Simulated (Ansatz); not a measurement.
**In: computed properties**

These are results of DFT PBE+D3(BJ), scalar-relativistic, plane waves, PAW (Ansatz 0.2.0), not measurements.

Settings: cutoff 420 eV, Γ-centred mesh 15×15×8 on the computed 2-atom cell, Gaussian smearing of 0.10 eV; no spin polarisation.

The structure is relaxed at this level of theory with its symmetry kept. This form isn't the element's structure at ambient conditions.

```cif
data_structure
_symmetry_space_group_name_H-M 'P6_3/mmc'
_symmetry_Int_Tables_number 194
_cell_length_a 3.3288
_cell_length_b 3.3288
_cell_length_c 5.4684
_cell_angle_alpha 90.000
_cell_angle_beta 90.000
_cell_angle_gamma 120.000
_cell_volume 52.48
loop_
_atom_site_label
_atom_site_type_symbol
_atom_site_symmetry_multiplicity
_atom_site_Wyckoff_symbol
_atom_site_fract_x
_atom_site_fract_y
_atom_site_fract_z
_atom_site_occupancy
In1 In 2 c 0.33333 0.66667 0.25000 1
```

Question: Density of states at the Fermi level?

Answer: 0.90 states/eV per cell.

Question: Löwdin character within 0.5 eV of the Fermi level?

Answer: In 5p 70 %, In 5s 28 %.

Question: Bulk modulus?

Answer: 40 GPa.

Question: Its pressure derivative?

Answer: 5.0.

Question: Bader charges (e)?

Answer: In (2 in the cell) 0.00.